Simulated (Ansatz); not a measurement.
## TiO₂: relaxed-ion elastic tensor

The calculation used Ansatz 0.2.0, DFT PBE, scalar-relativistic, plane waves, PAW. Plane waves to 420 eV; Γ-centred k mesh 10×10×10; fixed occupations. No spin polarisation.

The cell, relaxed at this level:
```
Ti O
1.0
    -1.89942    1.89942    4.85021
     1.89942   -1.89942    4.85021
     1.89942    1.89942   -4.85021
Ti O
2 4
Direct
  0.00000 0.00000 0.00000
  0.75000 0.25000 0.50000
  0.20646 0.20646 0.00000
  0.95646 0.45646 0.50000
  0.54354 0.04354 0.50000
  0.79354 0.79354 0.00000
```

It was relaxed at this level from a cell as deposited in COD.

(1) Give the relaxed-ion elastic constants (GPa, Voigt order xx yy zz yz xz xy, on the Cartesian axes of the cell above).

(2) Is the crystal stable against homogeneous strain?

(3) And the moduli of a polycrystal (Hill averages)?

Results:

(1)
```
319.9 149.6 141.2   0.0   0.0   0.0
149.6 319.9 141.2   0.0   0.0   0.0
141.2 141.2 189.8   0.0   0.0   0.0
  0.0   0.0   0.0  48.0   0.0   0.0
  0.0   0.0   0.0   0.0  48.0   0.0
  0.0   0.0   0.0   0.0   0.0  59.6
```

(2) Yes: the least eigenvalue of the tensor is 48.0 GPa.

(3) B = 181 GPa, G = 56 GPa, E = 152 GPa, ν = 0.36.
